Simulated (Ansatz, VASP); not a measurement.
**Ta: VASP beside Ansatz**

Contents of INCAR:

```
SYSTEM = Ta
PREC = Accurate
ENCUT = 520
EDIFF = 1E-7
ISMEAR = -1
SIGMA = 0.1
LREAL = .FALSE.
LASPH = .TRUE.
NELM = 60
ALGO = Normal
ISIF = 2
LWAVE = .FALSE.
LCHARG = .FALSE.
GGA = RE
NBANDS = 18
```

The input KPOINTS:

```
Automatic mesh
0
G
  14 14 7
  0 0 0
```

POSCAR

```
Ta
1.0
    2.9877525764      0.0000000000      0.0000000000
   -1.4938762882      2.5874696314      0.0000000000
    0.0000000000      0.0000000000      5.3029117000
Ta
2
Direct
    0.3333333333      0.6666666667      0.2500000000
    0.6666666667      0.3333333333      0.7500000000
```

Input for Ansatz:

```yaml
crystal:
  lattice:
    - [2.9877525764, 0.0, 0.0]
    - [-1.4938762882, 2.5874696314, 0.0]
    - [0.0, 0.0, 5.3029117]
  atoms:
    - { symbol: Ta, position: [0.3333333333, 0.6666666667, 0.25] }
    - { symbol: Ta, position: [0.6666666667, 0.3333333333, 0.75] }
hamiltonian:
  xc: revpbe
  pseudopotentials:
    kind: paw
    azcp:
      Ta: "pseudopotentials/Ta.paw.azcp"
basis:
  ecutwfc: 420
  fft_grid_basis: typed
kpoints:
  mp_grid: { grid: [14, 14, 7], shift: [0, 0, 0] }
magnetization:
  spin_polarized: false
scf:
  occupations: { method: fermi_dirac, width: 0.1 }
  lower_state_search: "off"
output:
  stress: true
```

Alike in both runs: task single point; functional revPBE; k mesh 14 × 14 × 7; occupations fermi-dirac, width 0.1 eV; no spin polarisation.

|  | VASP | Ansatz |
| --- | --- | --- |
| version | VASP 6.6.1 | Ansatz 0.2.0 |
| potentials or method | VASP PAW PBE potentials, release 64 (Ta_pv) | plane waves (420 eV) with PAW, scalar-relativistic |
| plane-wave cutoff (eV) | 520 | 420 |
| valence electrons in the cell | 22 | 26 |

|  | VASP | Ansatz | Ansatz less VASP |
| --- | --- | --- | --- |
| pressure (GPa) | -12.0 | -12.0 | +0.03 |
| largest component of the traceless stress (GPa) | 0.46 | 0.43 | -0.034 |

The two sets of potentials don't hold the same shells in valence.

Caveats: the PAW data sets were made with another functional, which shifts forces and pressure a little (VASP). Spin-orbit coupling is left out, which matters for the levels of Ta.
